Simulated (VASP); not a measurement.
# H2Os (P4/mmm) in VASP: a series of runs

The runs below take H2Os through density of states, with PBE, PBE+U.

Everything below comes from runs of VASP 6.6.1. Logs are shortened: lines on timing, memory, paths and dates and some standing lists are left out, and cuts for length are marked.

### Step 1. Starting point

The structure is tetragonal, space group P4/mmm (No. 123). Conventional cell: a = 2.492 Å, b = 2.492 Å, c = 4.602 Å, α = 90.00°, β = 90.00°, γ = 90.00°. Around H (site symmetry 4mm) lie 1 H at 0.97 Å. Os (site symmetry 4/mmm) has 2 H at 1.82 Å as nearest neighbours.

The cell was built by a generator and needn't be a form met in nature.

### Step 2. Density of states, PBE

POSCAR

```
H2Os
1.0
    2.4917700000      0.0000000000      0.0000000000
    0.0000000000      2.4917700000      0.0000000000
    0.0000000000      0.0000000000      4.6022600000
H Os
2 1
Direct
    0.5000000000      0.5000000000      0.3950400000
    0.5000000000      0.5000000000      0.6049600000
    0.5000000000      0.5000000000      0.0000000000
```

INCAR.step1

```
ALGO = Fast ; EDIFF = 1E-7
ENCUT = 520 ; GGA = PE
ISIF = 2 ; ISMEAR = -1
LASPH = T ; LCHARG = T
LMAXMIX = 4 ; LREAL = F
LWAVE = F ; NELM = 80
PREC = Accurate ; SIGMA = 0.05
```

KPOINTS.step1

```
k-points
0
Gamma
  11 11 6
```

INCAR.step2

```
ALGO = Fast ; EDIFF = 1E-7
ENCUT = 520 ; GGA = PE
ICHARG = 11 ; ISIF = 2
ISMEAR = -5 ; LASPH = T
LCHARG = F ; LMAXMIX = 4
LORBIT = 11 ; LREAL = F
LWAVE = F ; NEDOS = 1001
NELM = 80 ; PREC = Accurate
SIGMA = 0.05
```

KPOINTS.step2

```
k-points
0
Gamma
  17 17 9
```

Potentials or basis: VASP PAW PBE potentials, release 64 (H, Os).

Run with:

```bash
cat potpaw_PBE.64/H/POTCAR potpaw_PBE.64/Os/POTCAR > POTCAR
cp INCAR.step1 INCAR
cp KPOINTS.step1 KPOINTS
mpirun -np 1 vasp_std > vasp.out
cp INCAR.step2 INCAR
cp KPOINTS.step2 KPOINTS
mpirun -np 1 vasp_std > vasp.out
```

OUTCAR:

```text
EDIFF = 1E-7
   ENCUT = 520
   GGA = PE
   ICHARG = 11
   ISIF = 2
   ISMEAR = -5
   LASPH = T
   LORBIT = 11
   LREAL = F
   NELM = 80
   PREC = Accurate

 ion  position               nearest neighbor table
   1  0.500  0.500  0.395-   3 1.82
   2  0.500  0.500  0.605-   3 1.82
   3  0.500  0.500  0.000-   1 1.82   2 1.82

  LATTYP: Found a simple tetragonal cell.
 ALAT       =     2.4917700000
 C/A-ratio  =     1.8469842722

  Lattice vectors:

 A1 = (   2.4917700000,   0.0000000000,   0.0000000000)
 A2 = (   0.0000000000,   2.4917700000,   0.0000000000)
 A3 = (   0.0000000000,   0.0000000000,   4.6022600000)

Analysis of symmetry for initial positions (statically):
=====================================================================
 Subroutine PRICEL returns:
 Original cell was already a primitive cell.

 Routine SETGRP: Setting up the symmetry group for a
 simple tetragonal supercell.

 Subroutine GETGRP returns: Found 16 space group operations
 (whereof 16 operations were pure point group operations)
 out of a pool of 16 trial point group operations.

The static configuration has the point symmetry D_4h.

Analysis of symmetry for dynamics (positions and initial velocities):
=====================================================================
 Subroutine PRICEL returns:
 Original cell was already a primitive cell.

 Routine SETGRP: Setting up the symmetry group for a
 simple tetragonal supercell.

 Subroutine GETGRP returns: Found 16 space group operations
 (whereof 16 operations were pure point group operations)
 out of a pool of 16 trial point group operations.

The dynamic configuration has the point symmetry D_4h.

 Subroutine INISYM returns: Found 16 space group operations
 (whereof 16 operations are pure point group operations),
 and found     1 'primitive' translations

----------------------------------------------------------------------------------------

                                     Primitive cell

  volume of cell :      28.5751

  direct lattice vectors                    reciprocal lattice vectors
     2.491770000  0.000000000  0.000000000     0.401321149  0.000000000  0.000000000
     0.000000000  2.491770000  0.000000000     0.000000000  0.401321149  0.000000000
     0.000000000  0.000000000  4.602260000     0.000000000  0.000000000  0.217284552

  length of vectors
     2.491770000  2.491770000  4.602260000     0.401321149  0.401321149  0.217284552

  position of ions in fractional coordinates (direct lattice)
     0.500000000  0.500000000  0.395040000
     0.500000000  0.500000000  0.604960000
     0.500000000  0.500000000  0.000000000

  ion indices of the primitive-cell ions
   primitive index   ion index
                 1           1
                 2           2
                 3           3

----------------------------------------------------------------------------------------

 KPOINTS: k-points

Automatic generation of k-mesh.
 Grid dimensions read from file:
 generate k-points for:   17   17    9

 Generating k-lattice:

  Cartesian coordinates                     Fractional coordinates (reciprocal lattice)
     0.023607126  0.000000000  0.000000000     0.058823529  0.000000000  0.000000000
     0.000000000  0.023607126  0.000000000     0.000000000  0.058823529  0.000000000
     0.000000000  0.000000000  0.024142728     0.000000000  0.000000000  0.111111111

  Length of vectors
     0.023607126  0.023607126  0.024142728

  Shift w.r.t. Gamma in fractional coordinates (k-lattice)
     0.000000000  0.000000000  0.000000000

 TETIRR: Found   3875 inequivalent tetrahedra from    15606

 Subroutine IBZKPT returns following result:
 ===========================================

 Found    225 irreducible k-points:

 Following reciprocal coordinates:
            Coordinates               Weight
  0.000000  0.000000  0.000000      1.000000
  0.058824  0.000000  0.000000      4.000000
  0.117647  0.000000  0.000000      4.000000
  0.176471  0.000000  0.000000      4.000000
  0.235294  0.000000  0.000000      4.000000
  0.294118  0.000000  0.000000      4.000000
[... 16 lines left out ...]
  0.411765  0.117647  0.000000      8.000000
  0.470588  0.117647  0.000000      8.000000
 [... further k-points ...]
   k-points           NKPTS =    225   k-points in BZ     NKDIM =    225   number of bands    NBANDS=      9
   number of dos      NEDOS =   1001   number of ions     NIONS =      3
   total plane-waves  NPLWV =  14400
   dimension x,y,z NGX =    20 NGY =   20 NGZ =   36
   dimension x,y,z NGXF=    40 NGYF=   40 NGZF=   72
   ions per type =               2   1
   NGX,Y,Z   is equivalent  to a cutoff of  13.34, 13.34, 13.00 a.u.
   NGXF,Y,Z  is equivalent  to a cutoff of  26.69, 26.69, 26.01 a.u.
 SYSTEM =  unknown system
   PREC   = accura    normal or accurate (medium, high low for compatibility)
   ISTART =      0    job   : 0-new  1-cont  2-samecut
   ICHARG =     11    charge: 1-file 2-atom 10-const
   ISPIN  =      1    spin polarized calculation?
   LNONCOLLINEAR =      F non collinear calculations
   LSORBIT =      F    spin-orbit coupling
   LASPH  =      T    aspherical Exc in radial PAW
   ENCUT  =  520.0 eV  38.22 Ry    6.18 a.u.   4.63  4.63  8.56*2*pi/ulx,y,z
   NELM   =     80;   NELMIN=  2; NELMDL=  0     # of ELM steps
   EDIFF  = 0.1E-06   stopping-criterion for ELM
   LREAL  =      F    real-space projection
   EDIFFG = 0.1E-05   stopping-criterion for IOM
   NSW    =      0    number of steps for IOM
   IBRION =     -1    ionic relax: 0-MD 1-quasi-New 2-CG
   NFREE  =      0    steps in history (QN), initial steepest desc. (CG)
   ISIF   =      2    stress and relaxation
   ISYM   =      2    0-nonsym 1-usesym 2-fastsym
   POTIM  = 0.5000    time-step for ionic-motion
   TEBEG  =    0.0;   TEEND  =   0.0 temperature during run
   PSTRESS=    0.0 pullay stress
   NELECT =      10.0000    total number of electrons
   NUPDOWN=      -1.0000    fix difference up-down
   EMIN   =  10.00;   EMAX   =-10.00  energy-range for DOS
   EFERMI =   0.00;   METHOD = LEGACY
   ISMEAR =    -5;   SIGMA  =   0.05  broadening in eV -4-tet -1-fermi 0-gaus
   EFERMI_NEDOS =   21; number of points for ismear=-14 and -15
   IALGO  =     68    algorithm
   IMIX   =      4    mixing-type and parameters
     AMIX     =   0.40;   BMIX     =  1.00
     AMIX_MAG =   1.60;   BMIX_MAG =  1.00
  volume/ion in A,a.u.               =       9.53        64.28
  Fermi-wavevector in a.u.,A,eV,Ry     =   1.153663  2.180108 18.108530  1.330939
  Thomas-Fermi vector in A             =   2.290306
   LORBIT       =     11    0 simple, 1 ext, 2 COOP (PROOUT), +10 PAW based schemes
   GGA     = PE    functional components
   LHFCALC =     F    Hartree Fock is set to
   AEXX    =    0.0000 exact exchange contribution
   IVDW    =     0    specifies the selected vdW correction
   LEPSILON=     F    determine dielectric tensor
   LRPA    =     F    only Hartree local field effects (RPA)
 non-spin polarized calculation
 RMM-DIIS sequential band-by-band and
 Fermi weights with tetrahedron method with Bloechl corrections
  energy-cutoff  :      520.00
  volume of cell :       28.58
 maximum number of plane-waves:       797
 NGX is ok and might be reduce to    20

 number of electron      10.0000001 magnetization

 Free energy of the ion-electron system (eV)
  ---------------------------------------------------
  ext. energy  EPLUGINS =         0.00000000
  ---------------------------------------------------
  free energy    TOTEN  =       -15.75305159 eV

  energy without entropy =      -15.75305159  energy(sigma->0) =      -15.75305159

 E-fermi :   3.5401     XC(G=0): -10.7301

 val. band max:        3.7440495374   @ k =   0.3529   0.3529   0.2222
 cond. band min:       3.4374456409   @ k =   0.4706   0.2941   0.3333
 fundamental gap:     -0.3066038965
 Fermi energy:         3.5400946249

 k-point     1 :       0.0000    0.0000    0.0000
  band No.  band energies     occupation
      1      -6.6531      2.00000
      2      -3.5626      2.00000
      3      -2.3896      2.00000
      4       2.6933      2.00000
      5       4.4302      0.00000
      6       4.4302      0.00000
      7       6.1072      0.00000
      8       6.3784      0.00000
      9      16.6487      0.00000

 k-point     2 :       0.0588    0.0000    0.0000
  band No.  band energies     occupation
      1      -6.5815      2.00000
      2      -3.4468      2.00000
      3      -2.2773      2.00000
      4       2.5146      2.00000
      5       4.4483      0.00000
      6       4.5089      0.00000
      7       6.1379      0.00000
      8       6.2237      0.00000
      9      16.9201      0.00000

 k-point     3 :       0.1176    0.0000    0.0000
  band No.  band energies     occupation
      1      -6.3775      2.00000
      2      -3.1631      2.00000
      3      -1.8865      2.00000
      4       2.0522      2.00000
      5       4.5005      0.00000
      6       4.7081      0.00000
      7       5.8027      0.00000
      8       6.2268      0.00000
      9      15.4763      0.00000
[... 229 lines left out ...]
 k-point    23 :       0.4118    0.1176    0.0000
  band No.  band energies     occupation
      1      -4.3090      2.00000
      2      -1.0277      2.00000
      3      -0.5472      2.00000
      4       1.3738      2.00000
      5       3.8368      0.25166
      6       4.8128      0.00000
      7       6.9026      0.00000
      8       7.0382      0.00000
      9      10.8082      0.00000

 k-point    24 :       0.4706    0.1176    0.0000
  band No.  band energies     occupation
      1      -4.1202      2.00000
      2      -0.8874      2.00000
      3      -0.7288      2.00000
      4       1.1970      2.00000
      5       3.8933      0.16472
      6       5.3320      0.00000
      7       6.7275      0.00000
      8       7.1825      0.00000
      9      11.7153      0.00000

 [... further k-points ...]

------------------------ aborting loop because EDIFF is reached ----------------------------------------

  FORCE on cell =-STRESS in cart. coord.  units (eV):
  Direction    XX          YY          ZZ          XY          YZ          ZX
  --------------------------------------------------------------------------------------
  -------------------------------------------------------------------------------------
  Total        0.2106504      0.2106504     -0.9820602      0.0000000      0.0000000      0.0000000
  in kB       11.8109767     11.8109767    -55.0632233      0.0000000      0.0000000      0.0000000
  external PRESSURE =     -10.4804233 kB  Pullay stress =       0.0000000 kB

 VOLUME and BASIS-vectors are now :
 -----------------------------------------------------------------------------
  energy-cutoff  :      520.00
  volume of cell :       28.58
      direct lattice vectors                 reciprocal lattice vectors
     2.491770000  0.000000000  0.000000000     0.401321149  0.000000000  0.000000000
     0.000000000  2.491770000  0.000000000     0.000000000  0.401321149  0.000000000
     0.000000000  0.000000000  4.602260000     0.000000000  0.000000000  0.217284552

 POSITION                                       TOTAL-FORCE (eV/Angst)
 -----------------------------------------------------------------------------------
      1.24588      1.24588      1.81808        -0.000000     -0.000000      0.032362
      1.24588      1.24588      2.78418         0.000000      0.000000     -0.032362
      1.24588      1.24588      0.00000        -0.000000      0.000000     -0.000000
 -----------------------------------------------------------------------------------
    total drift:                                0.000000      0.000000     -0.000000

  FREE ENERGIE OF THE ION-ELECTRON SYSTEM (eV)
  ---------------------------------------------------
  free  energy   TOTEN  =       -15.7530515912 eV

  energy  without entropy=      -15.7530515912  energy(sigma->0) =      -15.75305159

 total charge

# of ion       s       p       d       tot
------------------------------------------
    1        0.530   0.025   0.000   0.555
    2        0.530   0.025   0.000   0.555
    3        0.717   0.550   6.064   7.331
--------------------------------------------------
tot          1.778   0.599   6.064   8.442
```

Wall time 48 s (1 thread of Intel Xeon Platinum 8375C at 2.90GHz (Ice Lake), shared host); peak memory 0.19 GiB.

Results:

```yaml
Valence_electrons_inside_the_program's_atomic_spheres: H 0.56; Os 7.33
```

States per cell in windows of 0.5 eV (zero at the Fermi level; states under -8 eV left out):
| from (eV) | total | Os3_d | Os3_p | Os3_s | H1_s | H2_s | H1_p |
| --- | --- | --- | --- | --- | --- | --- | --- |
| -8.0 | 0.32 | 0.04 | 0.01 | 0.03 | 0.06 | 0.06 | 0.00 |
| -7.5 | 0.39 | 0.06 | 0.01 | 0.05 | 0.07 | 0.07 | 0.00 |
| -7.0 | 0.38 | 0.08 | 0.01 | 0.06 | 0.06 | 0.06 | 0.00 |
| -6.5 | 0.49 | 0.19 | 0.02 | 0.07 | 0.06 | 0.06 | 0.00 |
| -6.0 | 0.52 | 0.32 | 0.02 | 0.07 | 0.03 | 0.03 | 0.00 |
| -5.5 | 0.53 | 0.38 | 0.02 | 0.07 | 0.02 | 0.02 | 0.00 |
| -5.0 | 0.52 | 0.38 | 0.03 | 0.06 | 0.01 | 0.01 | 0.00 |
| -4.5 | 0.96 | 0.70 | 0.06 | 0.06 | 0.01 | 0.01 | 0.00 |
| -4.0 | 0.76 | 0.58 | 0.03 | 0.03 | 0.01 | 0.01 | 0.00 |
| -3.5 | 0.92 | 0.70 | 0.04 | 0.02 | 0.02 | 0.02 | 0.00 |
| -3.0 | 0.74 | 0.53 | 0.05 | 0.02 | 0.02 | 0.02 | 0.00 |
| -2.5 | 0.74 | 0.53 | 0.07 | 0.02 | 0.01 | 0.01 | 0.00 |
| -2.0 | 0.54 | 0.36 | 0.05 | 0.02 | 0.02 | 0.02 | 0.00 |
| -1.5 | 0.46 | 0.33 | 0.04 | 0.01 | 0.01 | 0.01 | 0.00 |
| -1.0 | 0.57 | 0.42 | 0.03 | 0.01 | 0.01 | 0.01 | 0.00 |
| -0.5 | 0.58 | 0.44 | 0.03 | 0.02 | 0.01 | 0.01 | 0.00 |
| 0.0 | 0.77 | 0.59 | 0.05 | 0.03 | 0.01 | 0.01 | 0.00 |
| 0.5 | 0.94 | 0.72 | 0.07 | 0.02 | 0.01 | 0.01 | 0.00 |
| 1.0 | 0.72 | 0.52 | 0.07 | 0.02 | 0.01 | 0.01 | 0.00 |
| 1.5 | 0.37 | 0.22 | 0.06 | 0.01 | 0.01 | 0.01 | 0.00 |
| 2.0 | 0.34 | 0.19 | 0.06 | 0.01 | 0.01 | 0.01 | 0.00 |
| 2.5 | 0.26 | 0.12 | 0.05 | 0.01 | 0.01 | 0.01 | 0.00 |
| 3.0 | 0.20 | 0.07 | 0.04 | 0.02 | 0.01 | 0.01 | 0.00 |
| 3.5 | 0.21 | 0.07 | 0.05 | 0.02 | 0.01 | 0.01 | 0.00 |
| 4.0 | 0.20 | 0.06 | 0.05 | 0.01 | 0.01 | 0.01 | 0.00 |
| 4.5 | 0.18 | 0.05 | 0.04 | 0.01 | 0.01 | 0.01 | 0.00 |
| 5.0 | 0.19 | 0.04 | 0.05 | 0.01 | 0.01 | 0.01 | 0.00 |
| 5.5 | 0.18 | 0.04 | 0.04 | 0.01 | 0.01 | 0.01 | 0.00 |
| 6.0 | 0.19 | 0.05 | 0.04 | 0.01 | 0.01 | 0.01 | 0.00 |
| 6.5 | 0.26 | 0.07 | 0.04 | 0.01 | 0.01 | 0.01 | 0.00 |
| 7.0 | 0.35 | 0.08 | 0.03 | 0.02 | 0.01 | 0.01 | 0.01 |
| 7.5 | 0.49 | 0.10 | 0.05 | 0.03 | 0.01 | 0.01 | 0.01 |

Caveat: tetrahedron occupations give inexact forces and stress in metals.

[end of part 1 of 2]
